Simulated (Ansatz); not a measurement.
# KI: how the settings move a single-point run

Aim: see which settings change the result for KI, by how much, and at what cost.

Method: reference: DFT, PBE, plane waves, PAW, in Ansatz 0.2.0.

1 further run of the same task is left out (it didn't finish).

**1. The system as given**

The structure is hexagonal, space group P6_3/mmc (No. 194). Conventional cell: a = 4.899 Å, b = 4.899 Å, c = 8.591 Å, α = 90.00°, β = 90.00°, γ = 120.00°. K (site symmetry -3m) is surrounded by 6 I at 3.55 Å. Around I (site symmetry -6m2) lie 6 K at 3.55 Å.

Coordinates:

```cif
data_structure
_symmetry_space_group_name_H-M 'P 1'
_symmetry_Int_Tables_number 1
_cell_length_a 4.8993
_cell_length_b 4.8993
_cell_length_c 8.5908
_cell_angle_alpha 90.000
_cell_angle_beta 90.000
_cell_angle_gamma 119.995
_cell_volume 178.59
loop_
_atom_site_label
_atom_site_type_symbol
_atom_site_fract_x
_atom_site_fract_y
_atom_site_fract_z
_atom_site_occupancy
K1 K 0.50000 0.50000 0.50000 1
K2 K 0.50000 0.50000 0.00000 1
I1 I 0.83340 0.16660 0.25000 1
I2 I 0.16660 0.83340 0.75000 1
```

**2. Baseline**

input.yaml reads:

```yaml
crystal:
  lattice:
    - [2.449840684, -4.2428072622, 0.0]
    - [2.449840684, 4.2428072622, 0.0]
    - [0.0, 0.0, 8.590818448]
  atoms:
    - { symbol: K, position: [0.5, 0.5, 0.5] }
    - { symbol: K, position: [0.5, 0.5, 0.0] }
    - { symbol: I, position: [0.8333974866, 0.1666025134, 0.25] }
    - { symbol: I, position: [0.1666025134, 0.8333974866, 0.75] }
kpoints:
  mp_grid: { grid: [6, 6, 2] }
hamiltonian:
  xc: pbe
scf:
  occupations: { method: fixed }
  n_extra_bands: 5
output:
  forces: true
  stress: true
  eigenvalues: true
  write_density: true
  write_potential: true
  elf: true
  volumetric_format: npy
```

The run is started by

```sh
$ ansatz run input.yaml --threads 4 --pin off --max-ram 4608MiB --backend cpu --events-out ev --progress --plain --runs-dir out
```

**3. Changed: occupations.method fermi_dirac, occupations.width 0.5**

Edit input.yaml of step 2 so:

```diff
@@ -15,3 +15,3 @@
 scf:
-  occupations: { method: fixed }
+  occupations: { method: fermi_dirac, width: 0.5 }
   n_extra_bands: 5
@@ -21,5 +21 @@
   eigenvalues: true
-  write_density: true
-  write_potential: true
-  elf: true
-  volumetric_format: npy
```

**4. Changed: occupations.method cold, occupations.width 0.2**

Edit input.yaml of step 2 so:

```diff
@@ -15,3 +15,3 @@
 scf:
-  occupations: { method: fixed }
+  occupations: { method: cold, width: 0.2 }
   n_extra_bands: 5
@@ -21,5 +21 @@
   eigenvalues: true
-  write_density: true
-  write_potential: true
-  elf: true
-  volumetric_format: npy
```

**5. Changing settings: preconditioner none**

Edit input.yaml of step 2 so:

```diff
@@ -17,2 +17,3 @@
   n_extra_bands: 5
+  mixing: { preconditioner: none }
 output:
@@ -21,5 +22 @@
   eigenvalues: true
-  write_density: true
-  write_potential: true
-  elf: true
-  volumetric_format: npy
```

**6. Changed: occupations.method cold, occupations.width 0.5**

Edit input.yaml of step 2 so:

```diff
@@ -15,3 +15,3 @@
 scf:
-  occupations: { method: fixed }
+  occupations: { method: cold, width: 0.5 }
   n_extra_bands: 5
@@ -21,5 +21 @@
   eigenvalues: true
-  write_density: true
-  write_potential: true
-  elf: true
-  volumetric_format: npy
```

**7. Changed: occupations.method methfessel_paxton, occupations.width 0.5**

Edit input.yaml of step 2 so:

```diff
@@ -15,3 +15,3 @@
 scf:
-  occupations: { method: fixed }
+  occupations: { method: methfessel_paxton, width: 0.5 }
   n_extra_bands: 5
@@ -21,5 +21 @@
   eigenvalues: true
-  write_density: true
-  write_potential: true
-  elf: true
-  volumetric_format: npy
```

**8. Variant: exchange pbe, correlation pbe, coeff 0.4, omega 0.5**

Edit input.yaml of step 2 so:

```diff
@@ -13,3 +13,3 @@
 hamiltonian:
-  xc: pbe
+  xc: { exchange: pbe, correlation: pbe, exx: { coeff: 0.4, omega: 0.5 } }
 scf:
@@ -21,5 +21 @@
   eigenvalues: true
-  write_density: true
-  write_potential: true
-  elf: true
-  volumetric_format: npy
```

What does the calculation give? Wanted: for each run, ending; energy change; pressure; gap; force.

**Answer**, as computed:

```tsv
run	ending	energy change	pressure (GPa)	gap (eV)	force (eV/Å)	cycles	time
reference	converged	0	0.4	3.86	0.00	7	3.1 s
1: occupations.method fermi_dirac, occupations.width 0.5	converged	+12.4 meV/atom (σ→0)	0.5	3.86	0.00	6	2.2 s
2: occupations.method cold, occupations.width 0.2	converged	0.0 meV/atom (σ→0)	0.4	3.86	0.00	7	2.4 s
3: preconditioner none	converged	0.0 meV/atom	0.4	3.86	0.00	7	2.3 s
4: occupations.method cold, occupations.width 0.5	converged	0.0 meV/atom (σ→0)	0.4	3.86	0.00	7	2.5 s
5: occupations.method methfessel_paxton, occupations.width 0.5	converged	0.0 meV/atom (σ→0)	0.4	3.86	0.00	7	2.4 s
6: exchange pbe, correlation pbe, coeff 0.4, omega 0.5	converged	not comparable	0.2	4.63	0.00	13	81 s
```

Times don't compare one to one where runs were asked for different outputs or read a saved state (see the inputs); cycles may leave out searches for a lower state.

Residual by cycle in the longest SCF loop of each run; runs are numbered as in the table. The quantity is the density residual dr2, in eV.

```tsv
cycle	reference	run 1	run 2	run 3	run 4	run 5	run 6
1	1.7e-4	2.8e-4	1.7e-4	1.7e-4	1.7e-4	1.7e-4	0.00522
2	1.3e-4	2.5e-4	1.3e-4	1.7e-4	1.4e-4	1.4e-4	0.00131
3	4.9e-5	5.4e-5	5.0e-5	3.7e-5	5.0e-5	5.0e-5	6.0e-4
4	6.7e-6	2.8e-6	6.8e-6	1.3e-6	6.9e-6	6.9e-6	5.4e-5
5	5.0e-6	2.7e-7	5.2e-6	1.2e-6	5.3e-6	5.3e-6	1.4e-5
6	6.3e-7	9.7e-9	7.0e-7	1.4e-7	7.1e-7	7.1e-7	1.2e-6
7	7.2e-10	-	8.2e-10	6.4e-9	8.5e-10	8.5e-10	-
```

**Reading.** Of the variants the dearest is «exchange pbe, correlation pbe, coeff 0.4, omega 0.5» (81 s), the cheapest «occupations.method fermi_dirac, occupations.width 0.5» (2.2 s), on a shared host. The gap of the reference lacks spin-orbit coupling, though the cell holds I.
